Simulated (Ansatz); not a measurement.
Ga, DFT, PBEsol, PAW with Ansatz's default frozen-core files, scalar-relativistic (Ansatz 0.2.0), run on 1 thread of Arm Neoverse V2 on a shared host.

The cell is COD entry 9008562, as deposited and not checked against the literature; nothing was relaxed. The listed cell was then made from it by scaling, straining or moving an atom.

Command: `ansatz run input.yaml --threads 1 --pin off --max-ram 6144MiB --backend cpu --events-out ev --progress --plain --runs-dir out`

```yaml
crystal:
  lattice:
    - [2.293574, -3.8449535, 0.0156705]
    - [2.217126, 3.7998465, -0.0607775]
    - [-0.045167, -0.045167, 4.5167]
  atoms:
    - { symbol: Ga, position: [0.1525, 0.8475, 0.0785] }
    - { symbol: Ga, position: [0.6525, 0.3475, 0.4215] }
    - { symbol: Ga, position: [0.8475, 0.1525, 0.9215] }
    - { symbol: Ga, position: [0.3475, 0.6525, 0.5785] }
kpoints:
  mp_grid: { grid: [9, 9, 8] }
scf:
  occupations: { method: fermi_dirac, width: 0.05 }
hamiltonian:
  xc: pbesol
  pseudopotentials: { kind: paw }
output:
  forces: true
  stress: true
  eigenvalues: true
  efg: { contact_densities: true }
  write_density: true
  write_potential: true
  elf: true
  volumetric_format: npy
```

Problem. How large is the problem that the program sets up?

Solution. 325 irreducible k-points, 1529 plane waves at Γ, 32 bands.

Problem. About how long does it take, and how much memory does it use?

Solution. 58 s of wall time for 8 SCF iterations, with a peak of 0.76 GiB. Times on shared machines scatter by tens of per cent.

Problem. And the same cell and mesh by all-electron PAW (datasets made for this crystal), asked for forces, stress, eigenvalues, efg, on the same hardware?

Solution. 2 min, peak memory 1.9 GiB.
